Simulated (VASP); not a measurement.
# As (R-3m) in VASP: a series of runs

Aim: see how the results for As move with the level of theory and the settings. Levels: rev-vdW-DF2, LDA. Tasks: relaxation of cell and atoms.

All numbers are computed with VASP 6.6.1; they aren't measurements. Logs are shortened: lines on timing, memory, paths and dates and some standing lists are left out, and cuts for length are marked.

## (1) Starting point

It takes space group R-3m (No. 166, trigonal). The conventional cell has a = 3.818 Å, b = 3.818 Å, c = 10.436 Å, α = 90.00°, β = 90.00°, γ = 120.00°. As (site symmetry 3m) is surrounded by 3 As at 2.56 Å.

## (2) Relaxation of cell and atoms, rev-vdW-DF2

INCAR

```
  PREC = Accurate
  ENCUT = 600
  EDIFF = 1E-7
  ISMEAR = 1
  SIGMA = 0.1
  LREAL = False
  LASPH = True
  NELM = 80
  ALGO = Normal
  ISIF = 3
  LWAVE = False
  LCHARG = False
  GGA = MK
  LUSE_VDW = True
  AGGAC = 0.0
  PARAM1 = 0.1234
  PARAM2 = 0.711357
  ZAB_VDW = -1.8867
  IBRION = 2
  NSW = 90
  EDIFFG = -0.005
```

KPOINTS

```
regular mesh
0
Gamma
  12 12 12
```

POSCAR

```
As                                      
1.0
    1.9090697989      1.1022019623      3.4787353571
   -1.9090697989      1.1022019623      3.4787353571
    0.0000000000     -2.2044039246      3.4787353571
  As            
     2
Direct
     0.7711733175957735    0.7711733175957735    0.7711733175957721
     0.2288266824042265    0.2288266824042265    0.2288266824042279
```

Potentials or basis: VASP PAW PBE potentials, release 64 (As).

Command:

```console
$ cat potpaw_PBE.64/As/POTCAR > POTCAR
$ mpirun -np 1 vasp_std > vasp.out
```

OUTCAR:

```text
PREC = Accurate
   ENCUT = 600
   EDIFF = 1E-7
   ISMEAR = 1
   LREAL = False
   LASPH = True
   NELM = 80
   ISIF = 3
   GGA = MK
   IBRION = 2
   NSW = 90
   EDIFFG = -0.005

 ion  position               nearest neighbor table
   1  0.771  0.771  0.771-   2 2.56   2 2.56   2 2.56
   2  0.229  0.229  0.229-   1 2.56   1 2.56   1 2.56

  LATTYP: Found a trigonal (rhomboedric) cell.
 ALAT       =     4.1183730219
 COS(alpha) =     0.5702437024

  Lattice vectors:

 A1 = (   1.9090697989,   1.1022019623,   3.4787353571)
 A2 = (  -1.9090697989,   1.1022019623,   3.4787353571)
 A3 = (   0.0000000000,  -2.2044039246,   3.4787353571)

Analysis of symmetry for initial positions (statically):
=====================================================================
 Subroutine PRICEL returns:
 Original cell was already a primitive cell.

 Routine SETGRP: Setting up the symmetry group for a
 trigonal (rhombohedral) supercell.

 Subroutine GETGRP returns: Found 12 space group operations
 (whereof 12 operations were pure point group operations)
 out of a pool of 12 trial point group operations.

The static configuration has the point symmetry D_3d.

Analysis of symmetry for dynamics (positions and initial velocities):
=====================================================================
 Subroutine PRICEL returns:
 Original cell was already a primitive cell.

 Routine SETGRP: Setting up the symmetry group for a
 trigonal (rhombohedral) supercell.

 Subroutine GETGRP returns: Found 12 space group operations
 (whereof 12 operations were pure point group operations)
 out of a pool of 12 trial point group operations.

The dynamic configuration has the point symmetry D_3d.

 Subroutine INISYM returns: Found 12 space group operations
 (whereof 12 operations are pure point group operations),
 and found     1 'primitive' translations

----------------------------------------------------------------------------------------

                                     Primitive cell

  volume of cell :      43.9193

  direct lattice vectors                    reciprocal lattice vectors
     1.909069799  1.102201962  3.478735357     0.261907658  0.151212457  0.095820262
    -1.909069799  1.102201962  3.478735357    -0.261907658  0.151212457  0.095820262
     0.000000000 -2.204403925  3.478735357     0.000000000 -0.302424914  0.095820262

  length of vectors
     4.118373022  4.118373022  4.118373022     0.317241786  0.317241786  0.317241786

  position of ions in fractional coordinates (direct lattice)
     0.771173318  0.771173318  0.771173318
     0.228826682  0.228826682  0.228826682

  ion indices of the primitive-cell ions
   primitive index   ion index
                 1           1
                 2           2

----------------------------------------------------------------------------------------

 KPOINTS: regular mesh

Automatic generation of k-mesh.
 Grid dimensions read from file:
 generate k-points for:   12   12   12

 Generating k-lattice:

  Cartesian coordinates                     Fractional coordinates (reciprocal lattice)
     0.021825638  0.012601038  0.007985022     0.083333333  0.000000000  0.000000000
    -0.021825638  0.012601038  0.007985022     0.000000000  0.083333333  0.000000000
     0.000000000 -0.025202076  0.007985022     0.000000000  0.000000000  0.083333333

  Length of vectors
     0.026436816  0.026436816  0.026436816

  Shift w.r.t. Gamma in fractional coordinates (k-lattice)
     0.000000000  0.000000000  0.000000000

 Subroutine IBZKPT returns following result:
 ===========================================

 Found    189 irreducible k-points:

 Following reciprocal coordinates:
            Coordinates               Weight
  0.000000  0.000000  0.000000      1.000000
  0.083333 -0.000000  0.000000      6.000000
  0.166667 -0.000000 -0.000000      6.000000
  0.250000 -0.000000  0.000000      6.000000
  0.333333 -0.000000 -0.000000      6.000000
  0.416667 -0.000000  0.000000      6.000000
[... 16 lines left out ...]
  0.500000  0.166667  0.000000     12.000000
 -0.416667  0.166667 -0.000000     12.000000
 [... further k-points ...]
   k-points           NKPTS =    189   k-points in BZ     NKDIM =    189   number of bands    NBANDS=      9
   number of dos      NEDOS =    301   number of ions     NIONS =      2
   total plane-waves  NPLWV =  46656
   dimension x,y,z NGX =    36 NGY =   36 NGZ =   36
   dimension x,y,z NGXF=    72 NGYF=   72 NGZF=   72
   ions per type =               2
   NGX,Y,Z   is equivalent  to a cutoff of  14.53, 14.53, 14.53 a.u.
   NGXF,Y,Z  is equivalent  to a cutoff of  29.06, 29.06, 29.06 a.u.
 SYSTEM =  unknown system
   PREC   = accura    normal or accurate (medium, high low for compatibility)
   ISTART =      0    job   : 0-new  1-cont  2-samecut
   ICHARG =      2    charge: 1-file 2-atom 10-const
   ISPIN  =      1    spin polarized calculation?
   LNONCOLLINEAR =      F non collinear calculations
   LSORBIT =      F    spin-orbit coupling
   LASPH  =      T    aspherical Exc in radial PAW
   ENCUT  =  600.0 eV  44.10 Ry    6.64 a.u.   8.23  8.23  8.23*2*pi/ulx,y,z
   NELM   =     80;   NELMIN=  2; NELMDL= -5     # of ELM steps
   EDIFF  = 0.1E-06   stopping-criterion for ELM
   LREAL  =      F    real-space projection
   EDIFFG = -.5E-02   stopping-criterion for IOM
   NSW    =     90    number of steps for IOM
   IBRION =      2    ionic relax: 0-MD 1-quasi-New 2-CG
   NFREE  =      1    steps in history (QN), initial steepest desc. (CG)
   ISIF   =      3    stress and relaxation
   ISYM   =      2    0-nonsym 1-usesym 2-fastsym
   POTIM  = 0.5000    time-step for ionic-motion
   TEBEG  =    0.0;   TEEND  =   0.0 temperature during run
   PSTRESS=    0.0 pullay stress
   NELECT =      10.0000    total number of electrons
   NUPDOWN=      -1.0000    fix difference up-down
   EMIN   =  10.00;   EMAX   =-10.00  energy-range for DOS
   EFERMI =   0.00;   METHOD = LEGACY
   ISMEAR =     1;   SIGMA  =   0.10  broadening in eV -4-tet -1-fermi 0-gaus
   EFERMI_NEDOS =   21; number of points for ismear=-14 and -15
   IALGO  =     38    algorithm
   IMIX   =      4    mixing-type and parameters
     AMIX     =   0.40;   BMIX     =  1.00
     AMIX_MAG =   1.60;   BMIX_MAG =  1.00
  volume/ion in A,a.u.               =      21.96       148.19
  Fermi-wavevector in a.u.,A,eV,Ry     =   0.999669  1.889101 13.596824  0.999338
  Thomas-Fermi vector in A             =   2.131975
   LORBIT       =      0    0 simple, 1 ext, 2 COOP (PROOUT), +10 PAW based schemes
   GGA     = MK    functional components
   LHFCALC =     F    Hartree Fock is set to
   AEXX    =    0.0000 exact exchange contribution
   IVDW_NL    =     1    kernel type
   BPARAM     = 6.3000
   IVDW    =     0    specifies the selected vdW correction
   LEPSILON=     F    determine dielectric tensor
   LRPA    =     F    only Hartree local field effects (RPA)
 conjugate gradient relaxation of ions
 non-spin polarized calculation
 Methfessel and Paxton  Order N= 1 SIGMA  =   0.10
  energy-cutoff  :      600.00
  volume of cell :       43.92
 maximum number of plane-waves:      1501
 NGX is ok and might be reduce to    36
   NGX = 17   NGY = 17   NGZ = 17

 number of electron      10.0000000 magnetization

 Free energy of the ion-electron system (eV)
  ---------------------------------------------------
  ext. energy  EPLUGINS =         0.00000000
  ---------------------------------------------------
  free energy    TOTEN  =        -6.76479187 eV

  energy without entropy =       -6.76461490  energy(sigma->0) =       -6.76473288

 E-fermi :   5.0740     XC(G=0):  -9.9152

 val. band max:        5.0700710086   @ k =   0.4167   0.2500   0.2500
 cond. band min:       5.0833287057   @ k =   0.3333   0.1667   0.1667
 fundamental gap:      0.0132576971
 Fermi energy:         5.0739605334

 k-point     1 :       0.0000    0.0000    0.0000
  band No.  band energies     occupation
      1      -9.6215      2.00000
      2      -0.8060      2.00000
      3       2.7796      2.00000
      4       3.1932      2.00000
      5       3.1932      2.00000
      6       7.0483     -0.00000
      7       8.0855      0.00000
      8       8.0855      0.00000
      9      11.8505      0.00000

 k-point     2 :       0.0833   -0.0000    0.0000
  band No.  band energies     occupation
      1      -9.5315      2.00000
      2      -1.1222      2.00000
      3       2.8166      2.00000
      4       3.1400      2.00000
      5       3.1886      2.00000
      6       7.1548      0.00000
      7       7.8721      0.00000
      8       7.9689      0.00000
      9      11.3174      0.00000

 k-point     3 :       0.1667   -0.0000   -0.0000
  band No.  band energies     occupation
      1      -9.2630      2.00000
      2      -1.9335      2.00000
      3       2.7360      2.00000
      4       3.0062      2.00000
      5       3.3826      2.00000
      6       7.0102     -0.00000
      7       7.4872      0.00000
      8       7.6135      0.00000
      9      10.9000      0.00000

 k-point     4 :       0.2500   -0.0000    0.0000
  band No.  band energies     occupation
      1      -8.8211      2.00000
      2      -3.0016      2.00000
      3       2.6268      2.00000
      4       2.8465      2.00000
      5       3.7029      2.00000
      6       6.4154     -0.00000
      7       6.9395     -0.00000
      8       7.1252      0.00000
      9      11.3071      0.00000
[... 205 lines left out ...]
 k-point    22 :       0.4167    0.1667   -0.0000
  band No.  band energies     occupation
      1      -7.7952      2.00000
      2      -4.4095      2.00000
      3       1.1945      2.00000
      4       1.7856      2.00000
      5       3.2080      2.00000
      6       7.1400      0.00000
      7       7.4656      0.00000
      8       8.0711      0.00000
      9      10.8298      0.00000

 k-point    23 :       0.5000    0.1667    0.0000
  band No.  band energies     occupation
      1      -7.0788      2.00000
      2      -5.3649      2.00000
      3       0.9284      2.00000
      4       1.9584      2.00000
      5       3.1491      2.00000
      6       6.7830     -0.00000
      7       6.9427     -0.00000
      8       8.2702      0.00000
      9      12.1370      0.00000

 k-point    24 :      -0.4167    0.1667   -0.0000
  band No.  band energies     occupation
      1      -6.7429      2.00000
      2      -5.7675      2.00000
      3       0.7714      2.00000
      4       2.3236      2.00000
      5       3.2582      2.00000
      6       6.2644     -0.00000
      7       6.5370     -0.00000
      8       8.5609      0.00000
      9      13.0612      0.00000

 [... further k-points ...]

------------------------ aborting loop because EDIFF is reached ----------------------------------------

  FORCE on cell =-STRESS in cart. coord.  units (eV):
  Direction    XX          YY          ZZ          XY          YZ          ZX
  --------------------------------------------------------------------------------------
  -------------------------------------------------------------------------------------
  Total        0.0067334      0.0067334      0.0033873      0.0000000      0.0000000      0.0000000
  in kB        0.2456356      0.2456356      0.1235688      0.0000000      0.0000000      0.0000000
  external PRESSURE =       0.2049467 kB  Pullay stress =       0.0000000 kB

 VOLUME and BASIS-vectors are now :
 -----------------------------------------------------------------------------
  energy-cutoff  :      600.00
  volume of cell :       43.92
      direct lattice vectors                 reciprocal lattice vectors
     1.909069799  1.102201962  3.478735357     0.261907658  0.151212457  0.095820262
    -1.909069799  1.102201962  3.478735357    -0.261907658  0.151212457  0.095820262
     0.000000000 -2.204403925  3.478735357     0.000000000 -0.302424914  0.095820262

 POSITION                                       TOTAL-FORCE (eV/Angst)
 -----------------------------------------------------------------------------------
      0.00000      0.00000      8.04812         0.000000     -0.000000      0.001249
      0.00000      0.00000      2.38808         0.000000      0.000000     -0.001249
 -----------------------------------------------------------------------------------
    total drift:                                0.000000     -0.000000      0.000000

  FREE ENERGIE OF THE ION-ELECTRON SYSTEM (eV)
  ---------------------------------------------------
  free  energy   TOTEN  =        -6.7647918703 eV

  energy  without entropy=       -6.7646148994  energy(sigma->0) =       -6.76473288

Total vdW correction in eV:      1.5005656

 reached required accuracy - stopping structural energy minimisation
```

Wall time 2.2 min (1 thread of Intel Xeon Platinum 8259CL at 2.50GHz (Skylake/Cascade Lake), shared host); peak memory 0.51 GiB.

Results:

```
Free energy             : -6.7648 eV
Pressure after relaxing : 0.0 GPa
Band gap on the k mesh  : none (metal or under the smearing width)
```

Final structure:
```yaml
crystal:
  lattice:
    - [1.90907, 1.10220, 3.47874]
    - [-1.90907, 1.10220, 3.47874]
    - [0.00000, -2.20440, 3.47874]
  atoms:
    - { symbol: As, position: [0.77117, 0.77117, 0.77117] }
    - { symbol: As, position: [0.22883, 0.22883, 0.22883] }
```

Levels at points of the mesh, in eV from the Fermi level:
| k point | band 2 | band 3 | band 4 | band 5 | band 6 | band 7 | band 8 | band 9 |
| --- | --- | --- | --- | --- | --- | --- | --- | --- |
| (0.00, 0.00, 0.00) | -5.88 | -2.29 | -1.88 | -1.88 | 1.97 | 3.01 | 3.01 | 6.78 |
| (0.50, 0.00, 0.00) | -10.96 | -2.49 | -2.42 | -0.28 | -0.25 | 0.37 | 1.18 | 9.20 |
| (0.50, 0.50, 0.00) | -9.48 | -5.89 | -4.05 | -3.94 | 1.77 | 5.39 | 6.61 | 7.18 |
| (0.50, 0.50, 0.50) | -10.00 | -1.56 | -1.56 | -0.63 | 0.66 | 0.66 | 1.64 | 8.28 |

Caveat: the relaxation stopped at its first step, so nothing moved; the PAW data sets were made with another functional, which shifts forces and pressure a little.

## (3) Relaxation of cell and atoms, LDA

This run uses another cell than the first one, of 21.53 Å³/atom, 0.980 times its volume.

INCAR

```
SYSTEM = As
PREC = Accurate ; ENCUT = 600
EDIFF = 1E-6 ; ISMEAR = 1
SIGMA = 0.1 ; LREAL = .False.
LASPH = .True. ; NELM = 80
ALGO = Normal ; ISIF = 3
LWAVE = .False. ; LCHARG = .False.
IBRION = 2 ; NSW = 90
EDIFFG = -0.01
```

KPOINTS

```
Automatic mesh
0
Gamma
  12 12 12
  0 0 0
```

POSCAR

```
As
1.0
    1.8807968987      1.0858785957      3.5140619945
   -1.8807968987      1.0858785957      3.5140619945
    0.0000000000     -2.1717571915      3.5140619945
As
2
Direct
    0.7740000000      0.7740000000      0.7740000000
    0.2260000000      0.2260000000      0.2260000000
```

Potentials or basis: VASP PAW LDA potentials, release 64 (As).

Command:

```console
$ cat potpaw_LDA.64/As/POTCAR > POTCAR
$ mpirun -np 1 vasp_std > vasp.out
```

Run time: 6.3 min. Hardware: 1 thread of Intel Xeon Platinum 8488C (Sapphire Rapids), shared host; peak memory 0.23 GiB.

Results (log left out):

- Free energy: -10.7860 eV
- Relaxed volume: 20.42 Å³/atom
- Relaxed cell: a = 3.971 Å, b = 3.971 Å, c = 3.971 Å, α = 56.65°, β = 56.65°, γ = 56.65°
- Space group after relaxing (to 0.05 Å): R-3m (No. 166)
- Energy gained by relaxing: 14.9 meV/atom
- Ionic steps: 12
- Pressure after relaxing: 0.0 GPa
- Band gap on the k mesh: none (metal or under the smearing width)

Step by step:
```tsv
step	energy change (eV)	largest force (eV/Å)	pressure (GPa)	volume (Å³)
1	0.0000	0.3350	-0.88	43.06
2	-0.0126	0.1889	-0.46	42.33
3	-0.0198	0.0275	0.38	41.19
4	-0.0271	0.0890	-0.18	41.07
5	-0.0287	0.1174	-0.51	40.99
6	-0.0282	0.0854	0.87	40.39
7	-0.0296	0.0268	0.09	40.72
8	-0.0297	0.0117	-0.02	40.81
9	-0.0297	0.0093	-0.04	40.82
10	-0.0297	0.0073	0.05	40.81
11	-0.0297	0.0040	0.04	40.81
12	-0.0297	0.0012	0.00	40.84
```

Final structure:
```
As
1.0
     1.88400    1.08773    3.32157
    -1.88400    1.08773    3.32157
     0.00000   -2.17545    3.32157
As
2
Direct
  0.76909 0.76909 0.76909
  0.23091 0.23091 0.23091
```

Levels at points of the mesh, in eV from the Fermi level:
| k point | band 1 | band 2 | band 3 | band 4 | band 5 | band 6 | band 7 | band 8 | band 9 |
| --- | --- | --- | --- | --- | --- | --- | --- | --- | --- |
| (0.00, 0.00, 0.00) | -15.33 | -5.52 | -2.39 | -2.14 | -2.14 | 2.17 | 3.16 | 3.16 | 6.41 |
| (0.50, 0.00, 0.00) | -12.42 | -11.44 | -2.59 | -2.36 | -0.36 | -0.30 | 0.23 | 0.79 | 9.48 |
| (0.50, 0.50, 0.00) | -12.37 | -9.58 | -6.50 | -4.46 | -4.41 | 1.53 | 5.79 | 6.73 | 7.83 |
| (0.50, 0.50, 0.50) | -13.54 | -10.54 | -1.76 | -1.76 | -0.71 | 0.26 | 0.26 | 1.52 | 8.55 |

## (4) Relaxation of cell and atoms, LDA

This run uses another cell than the first one, of 20.42 Å³/atom, 0.930 times its volume.

INCAR

```
SYSTEM = As
PREC = Accurate ; ENCUT = 600
EDIFF = 1E-7 ; ISMEAR = 1
SIGMA = 0.1 ; LREAL = .False.
LASPH = .True. ; NELM = 80
ALGO = Normal ; ISIF = 3
LWAVE = .False. ; LCHARG = .False.
IBRION = 2 ; NSW = 90
EDIFFG = -0.005
```

KPOINTS is that of step 3.

POSCAR

```
As                                      
1.0
    1.8839956728      1.0877254088      3.3215676050
   -1.8839956728      1.0877254088      3.3215676050
    0.0000000000     -2.1754508177      3.3215676050
  As            
     2
Direct
     0.7690925404302263    0.7690925404302263    0.7690925404302253
     0.2309074595697734    0.2309074595697734    0.2309074595697746
```

Command:

```console
$ cat potpaw_LDA.64/As/POTCAR > POTCAR
$ mpirun -np 1 vasp_std > vasp.out
```

Run time: 48 s. Hardware: 1 thread of Intel Xeon Platinum 8488C (Sapphire Rapids), shared host; peak memory 0.21 GiB.

It converged, with:

```yaml
Free_energy: -10.7859 eV
Pressure_after_relaxing: 0.0 GPa
Band_gap_on_the_k_mesh: none (metal or under the smearing width)
```

Final structure:
```
As
1.0
     1.88400    1.08773    3.32157
    -1.88400    1.08773    3.32157
     0.00000   -2.17545    3.32157
As
2
Direct
  0.76909 0.76909 0.76909
  0.23091 0.23091 0.23091
```

Levels at points of the mesh, in eV from the Fermi level:
| k point | band 1 | band 2 | band 3 | band 4 | band 5 | band 6 | band 7 | band 8 | band 9 |
| --- | --- | --- | --- | --- | --- | --- | --- | --- | --- |
| (0.00, 0.00, 0.00) | -15.33 | -5.52 | -2.39 | -2.14 | -2.14 | 2.17 | 3.16 | 3.16 | 6.41 |
| (0.50, 0.00, 0.00) | -12.42 | -11.44 | -2.59 | -2.36 | -0.36 | -0.30 | 0.23 | 0.79 | 9.49 |
| (0.50, 0.50, 0.00) | -12.37 | -9.58 | -6.50 | -4.46 | -4.41 | 1.53 | 5.79 | 6.73 | 7.83 |
| (0.50, 0.50, 0.50) | -13.54 | -10.54 | -1.76 | -1.76 | -0.71 | 0.26 | 0.26 | 1.52 | 8.55 |

Caveat: the relaxation stopped at its first step, so nothing moved.
